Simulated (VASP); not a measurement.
SnO:

```
Sn O
1.0
     3.81370    0.00000    0.00000
     0.00000    3.81370    0.00000
     0.00000    0.00000    4.88691
Sn O
2 2
Direct
  0.50000 0.00000 0.76463
  0.00000 0.50000 0.23537
  0.00000 0.00000 0.00000
  0.50000 0.50000 0.00000
```

The cell is a database's computed one.

* Program: VASP 6.6.1
* Task: relaxation of cell and atoms
* Functional: PBE
* Dispersion: D3(BJ)
* Potentials or basis: VASP PAW PBE potentials, release 64 (Sn_d, O)
* Cutoff: 600 eV
* k mesh: 6 × 6 × 6
* Occupations: gaussian, width 0.02 eV
* Spin: no spin polarisation

At the start: pressure 1.7 GPa; volume 17.77 Å³/atom.

Question: Where does the relaxation end?

Answer: Over 11 steps the energy falls by 4.9 meV/atom and the volume is 17.40 Å³/atom (-2.1 %); space group P4/nmm (No. 129, to 0.05 Å).

Step by step:
```csv
step,energy change (eV),largest force (eV/Å),pressure (GPa),volume (Å³)
1,0.0000,0.4652,1.69,71.08
2,-0.0014,0.2907,-2.08,73.02
3,-0.0108,0.0660,-0.35,72.07
4,-0.0126,0.0593,-0.28,71.80
5,-0.0170,0.0400,-0.16,71.00
6,-0.0195,0.0297,0.12,69.38
7,-0.0197,0.0390,0.04,69.74
8,-0.0197,0.0368,0.07,69.68
9,-0.0193,0.0867,-0.38,69.75
10,-0.0198,0.0013,-0.05,69.70
11,-0.0198,0.0010,0.05,69.60
```

Final structure:
```yaml
crystal:
  lattice:
    - [3.83319, 0.00000, 0.00000]
    - [0.00000, 3.83319, 0.00000]
    - [0.00000, 0.00000, 4.73661]
  atoms:
    - { symbol: Sn, position: [0.50000, 0.00000, 0.75436] }
    - { symbol: Sn, position: [0.00000, 0.50000, 0.24564] }
    - { symbol: O, position: [0.00000, 0.00000, 0.00000] }
    - { symbol: O, position: [0.50000, 0.50000, 0.00000] }
```

Caveat: pairwise dispersion overbinds metals, which lowers pressure and volume.
